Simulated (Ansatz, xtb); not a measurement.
Ligand exchange: C5H12 + GeH3(SH) → C4H10S + GeH3(CH3)

Species: C5H12 (isopentane) `CCC(C)C`, singlet; GeH3(SH), singlet; C4H10S (isobutyl mercaptan) `CC(C)CS`, singlet; GeH3(CH3), singlet. The partners trade CH3 for SH: C–CH3 and Ge–SH bonds give way to C–SH and Ge–CH3.

Shapes, held fixed at every level: PBE0-D4/def2-TZVP. Flexible molecules stand in one conformer, not always the lowest. Programs: Ansatz 0.2.0, xtb 6.7.1, xtb 6.7.1 later snapshot. Electronic energies: no zero-point or thermal term.

(1) Estimate ΔE of this reaction.

## Answers

(1) The highest level, CCSD(T)/def2-TZVPP, gives ΔE = +62.2 kJ/mol; the levels span +61.0 to +177.8. GFN1-xTB strays far from the other rows. The column of differences is taken from that level and isn't an error. No measured value is set beside it here. Relativity is left out for Ge unless named. Correlated rows may include outer-core shells of Ge, which these sets cover unevenly.

```tsv
level	kind	ΔE (kJ/mol)	less CCSD(T)/def2-TZVPP
GFN1-xTB	semi-empirical	+177.8	+115.6
HF/def2-TZVPP	Hartree–Fock	+72.7	+10.5
B3LYP-D4/def2-TZVPP	global hybrid	+64.4	+2.2
wB97X-V/def2-TZVPP	range-separated hybrid	+63.8	+1.6
B2PLYP/def2-TZVPP	double hybrid	+64.1	+1.9
MP2/def2-TZVPP	perturbation theory	+61.0	-1.2
CCSD/def2-TZVPP	coupled cluster or CI	+63.8	+1.6
CCSD(T)/def2-TZVPP	coupled cluster or CI	+62.2	0.0
```
